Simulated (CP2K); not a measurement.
The system is SnO2 (Cassiterite).

```xyz
6
Lattice="4.7380 0.0000 0.0000 0.0000 4.7380 0.0000 0.0000 0.0000 3.1865" Properties=species:S:1:pos:R:3 pbc="T T T"
Sn    2.3690    2.3690    1.5933
Sn    0.0000    0.0000    0.0000
O     3.8240    0.9140    1.5933
O     3.2830    3.2830    0.0000
O     0.9140    3.8240    1.5933
O     1.4550    1.4550    0.0000
```

Program: CP2K 2026.2. Alike in all runs: task band structure; no spin polarisation; cell as given; k mesh 6 × 6 × 8.

Q: Order these runs on this cell by their pressure, lowest first.
A. level LDA; potentials or basis GTH_POTENTIALS Sn GTH-PADE-q4, O GTH-PADE-q6; TZVP-MOLOPT-PBE-GTH basis; smearing fermi-dirac 0.01 eV; EPS_DEFAULT 1.0E-9; NGRIDS 5; points a segment of the path (NPOINTS) 8; bands added on the path 4; CUTOFF of the grids 600 Ry
B. level PBEsol; potentials or basis POTENTIAL_UZH Sn GTH-PBE-q4, O GTH-PBE-q6; TZVP-MOLOPT-PBE-GTH basis; smearing fermi-dirac 0.05 eV; EPS_DEFAULT 1.0E-10; NGRIDS 4; points a segment of the path (NPOINTS) 10; bands added on the path 2; CUTOFF of the grids 600 Ry
C. level r2SCAN; potentials or basis POTENTIAL_UZH Sn GTH-SCAN-q4, O GTH-SCAN-q6; TZVP-MOLOPT-SCAN-GTH basis; smearing fermi-dirac 0.01 eV; EPS_DEFAULT 1.0E-9; NGRIDS 5; points a segment of the path (NPOINTS) 10; bands added on the path 4; CUTOFF of the grids 850 Ry

A: C (-15.1 GPa), A (-2.8 GPa), B (12.8 GPa).

Caveats: the basis of atomic orbitals isn't converged, which shifts pressures, moduli and gaps; so large a pressure means that the cell lies far from this level's equilibrium, or that cutoff or potentials fall short (some runs); the potentials were made for another functional, which shifts forces and pressure (some runs).

Runs at the PBE level aren't shown here.
